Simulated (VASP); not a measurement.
Input of a VASP 6.6.1 run:

The input INCAR:

```
SYSTEM = SiC
  PREC = Accurate
  ENCUT = 520
  EDIFF = 1E-7
  ISMEAR = 0
  SIGMA = 0.03
  LREAL = .False.
  LASPH = .True.
  NELM = 80
  ALGO = Normal
  ISIF = 2
  LWAVE = .False.
  LCHARG = .False.
  GGA = PE
  NBANDS = 26
  KPAR = 2
```

The input KPOINTS:

```
Automatic mesh
0
Gamma
  12 12 3
  0 0 0
```

The input POSCAR:

```
SiC                                     
1.0
    3.0789830401      0.0000000000      0.0000000000
   -1.5394915200      2.6664775305      0.0000000000
    0.0000000000      0.0000000000     10.0795947977
  Si              C             
     4     4
Direct
     0.6666666699999979    0.3333333300000021    0.9378313346205758
     0.3333333300000021    0.6666666699999979    0.4378313346205758
     0.0000000000000000    0.0000000000000000    0.6878993575391306
     0.0000000000000000    0.0000000000000000    0.1878993575391306
     0.6666666699999979    0.3333333300000021    0.7498119035729829
     0.3333333300000021    0.6666666699999979    0.2498119035729829
     0.0000000000000000    0.0000000000000000    0.5004564042673110
     0.0000000000000000    0.0000000000000000    0.0004564042673110
```

File KPOINTS_OPT:

```
explicit points
213
Reciprocal
 0.0000000000  0.0000000000  0.0000000000 1
 0.0357142857  0.0000000000  0.0000000000 1
 0.0714285714  0.0000000000  0.0000000000 1
 0.1071428571  0.0000000000  0.0000000000 1
 0.1428571429  0.0000000000  0.0000000000 1
 0.1785714286  0.0000000000  0.0000000000 1
[... 205 lines left out ...]
 0.5000000000  0.0000000000  0.0560977600 1
 0.5000000000  0.0000000000 -0.0560977600 1
```

Potentials or basis: VASP PAW PBE potentials, release 64 (Si, C).

The run is started by

```console
$ cat potpaw_PBE.64/Si/POTCAR potpaw_PBE.64/C/POTCAR > POTCAR
$ mpirun -np 2 vasp_std > vasp.out
```

**Question.** Estimate the pressure.

**Answer.** 3.2 GPa.

**Question.** Predict the band gap on the k mesh.

**Answer.** 2.23 eV, indirect (least direct gap 3.35 eV).

**Question.** What does it give for the band gap along the path?

**Answer.** 2.23 eV, indirect (least direct gap 3.35 eV).

Forces in eV/Å, atoms in the order of the input:
```
Si   0.000  0.000  0.002
Si   0.000  0.000  0.002
Si   0.000  0.000  0.001
Si   0.000  0.000  0.001
C    0.000  0.000  0.000
C    0.000  0.000  0.000
C    0.000  0.000 -0.003
C    0.000  0.000 -0.003
```
